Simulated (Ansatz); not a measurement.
# Is this InSb structure stable?

It was relaxed at this level from a cell as deposited in COD.

The calculation used DFT PBE, scalar-relativistic, plane waves, PAW (Ansatz 0.2.0). The final run on the 2-atom cell used 420 eV, a Γ-centred 14×14×14 mesh, 0.10 eV smearing and no spin polarisation.

```cif
data_structure
_symmetry_space_group_name_H-M 'F-43m'
_symmetry_Int_Tables_number 216
_cell_length_a 6.6348
_cell_length_b 6.6348
_cell_length_c 6.6348
_cell_angle_alpha 90.000
_cell_angle_beta 90.000
_cell_angle_gamma 90.000
_cell_volume 292.07
loop_
_atom_site_label
_atom_site_type_symbol
_atom_site_symmetry_multiplicity
_atom_site_Wyckoff_symbol
_atom_site_fract_x
_atom_site_fract_y
_atom_site_fract_z
_atom_site_occupancy
In1 In 4 a 0.00000 0.00000 0.00000 1
Sb1 Sb 4 c 0.25000 0.25000 0.25000 1
```

Energies over the elements count from the elements' standard structures at the same level, with no fitted energy shifts.

Question: These tests were run: energy against the elements; random kick, then relaxation without symmetry; phonons at Γ; elastic tensor. What do they show?

Answer:

```tsv
test	result
energy against the elements	−0.13 eV/atom
random kick, then relaxation without symmetry	returns
phonons at Γ	lowest optical mode 164 cm⁻¹
elastic tensor	least eigenvalue 24 GPa
```

It fails none of these tests. Competing phases weren't compared here. Phonons away from Γ weren't computed.

Spin–orbit coupling, which can matter for Sb, is left out. The kick test ran on a coarse mesh. The run for the phonons used a 16×16×16 k mesh and Fermi–Dirac smearing of 0.15 eV. The run for the elastic tensor used a 16×16×16 k mesh and Fermi–Dirac smearing of 0.15 eV.
